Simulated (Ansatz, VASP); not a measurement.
## ZnS (Wurtzite-2H) in VASP and in Ansatz

```xyz
4
Lattice="3.8110 0.0000 0.0000 -1.9055 3.3004 0.0000 0.0000 0.0000 6.2340" Properties=species:S:1:pos:R:3 pbc="T T T"
Zn    1.9055    1.1001    3.1170
Zn    0.0000    2.2003    0.0000
S     1.9055    1.1001    5.5171
S     0.0000    2.2003    2.4001
```

Alike in both runs: task single point; functional PBE; k mesh 8 × 8 × 5; occupations gaussian, width 0.026 eV; no spin polarisation.

|  | VASP | Ansatz |
| --- | --- | --- |
| version | VASP 6.6.1 | Ansatz 0.2.0 |
| potentials or method | VASP PAW PBE potentials, release 64 (Zn, S) | Ansatz PAW |
| plane-wave cutoff (eV) | 520 | 420 |
| valence electrons in the cell | 36 | 36 |

VASP gave:

* gap on the k mesh at the Fermi level (eV): 2.25
* least direct gap on the mesh (eV): 2.25
* pressure (GPa): 2.5
* largest component of the traceless stress (GPa): 1.37
* rms of the force components (eV/Å): 0.186

Question: Which values does Ansatz return?

Answer: gap on the k mesh at the Fermi level (eV): 2.25; least direct gap on the mesh (eV): 2.25; pressure (GPa): 2.3; largest component of the traceless stress (GPa): 1.35; rms of the force components (eV/Å): 0.184.

Atom by atom the forces differ by 0.002 eV/Å (rms over components). With one functional, cell and mesh, what is left measures potentials, basis and numerics.

Caveats: odd divisions of the mesh miss points on the zone boundary, where band edges often lie, so the gap on the mesh can be too wide (Ansatz). PBE gaps usually lie below the measured ones, often by a third to a half.
